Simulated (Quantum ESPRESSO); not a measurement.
Runs of Quantum ESPRESSO 7.5 on CdO2. The structure is trigonal, space group P-3m1 (No. 164). The conventional cell has a = 3.476 Å, b = 3.476 Å, c = 4.148 Å, α = 90.00°, β = 90.00°, γ = 120.00°. Cd (site symmetry -3m) is surrounded by 6 O at 2.25 Å. O (site symmetry 3m) is surrounded by 3 Cd at 2.25 Å. The cell comes from a database or a generator and needn't be the stable form of this composition.

```tsv
task	level	potentials or basis	cell	k mesh	cutoff (eV)	form of the LDA correlation	SCF threshold	symmetry	gap on the mesh (eV)	pressure (GPa)	largest force (eV/Å)
band structure	LDA	GBRV 1.5 LDA	as given	9 × 9 × 7	612	PZ81	6e-10 Ry	-	none	-14.4	0.45
single point	PBEsol	GBRV 1.5 PBEsol	atoms moved at random, drawn with an rms of 0.05 Å	9 × 9 × 7	612	-	6e-10 Ry	-	none	-10.8	0.51
single point	PBEsol	GBRV 1.5 PBEsol	as given	9 × 9 × 7	612	-	6e-10 Ry	-	none	-10.1	0.27
band structure	PBEsol	GBRV 1.5 PBEsol	as given	9 × 9 × 7	612	-	6e-10 Ry	-	none	-10.1	0.27
band structure	r2SCAN	SG15 PBE 1.2	as given	7 × 7 × 5	1197	-	1e-08 Ry	off	none	-10.2	(a)
```

Alike in all rows: no spin polarisation; smearing fermi-dirac 0.05 eV.

Question: Fill in the values left out.

Answer: (a) 0.35.

Caveats: the potentials were made for another functional, which shifts forces and pressure (some runs).

A k mesh can miss the band edges, and the runs leave out spin-orbit coupling on Cd.

A gap of «none» marks a metal or a gap under the smearing width.

The runs don't all hold the same shells in valence.
